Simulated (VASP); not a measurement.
Data:

```
CELL_PARAMETERS angstrom
      3.50020     0.00000     0.00000
     -1.75010     3.03126     0.00000
      0.00000     0.00000     5.65116
ATOMIC_POSITIONS crystal
  In 0.66667 0.33333 0.50048
  In 0.33333 0.66667 0.00048
  N  0.66667 0.33333 0.87952
  N  0.33333 0.66667 0.37952
```

The numbers are results of LDA (Ceperley-Alder, Perdew-Zunger), VASP's LDA PAW potentials (set 64) (plane waves; VASP 6.6.1), not measurements. Numerical set-up: 320 eV cut-off, 2×2×2 Γ-centred mesh, Gaussian smearing of 0.20 eV, potentials In_d N.

At this cut-off the stress carries a Pulay error, which pulls relaxed volumes low.  Energy and stress use the plane-wave basis of the starting cell.

The ions, cell shape and volume are relaxed. Which structure does the run end with?

```
CELL_PARAMETERS angstrom
      3.45758     0.00000     0.00000
     -1.72879     2.99435     0.00000
      0.00000     0.00000     5.55554
ATOMIC_POSITIONS crystal
  In 0.66667 0.33333 0.50221
  In 0.33333 0.66667 0.00221
  N  0.66667 0.33333 0.87779
  N  0.33333 0.66667 0.37779
```
Space group P6_3mc (186), at a tolerance of 0.03 Å.

How do energy and volume change from the first to the last step?

The energy (σ→0) changes by -17.7 meV/atom and the volume by -4.1 %, in 9 ionic steps.

The structure comes from a computed database's InN entry; how it stands against other phases isn't given here. This run relaxes it. Symmetry was kept, so distortions that lower it aren't found. The k-mesh is coarse (spacing up to 1.05 per Å, 2π included), so the numbers may not be converged in it. The run is one of a series of settings (EDIFFG = -0.01, ENCUT = 320, IBRION = 2, ISIF = 3, ISMEAR = 0, NSW = 50, SIGMA = 0.2, KPOINTS 2×2×2 Γ-centred mesh against the base run), some of them coarse on purpose.
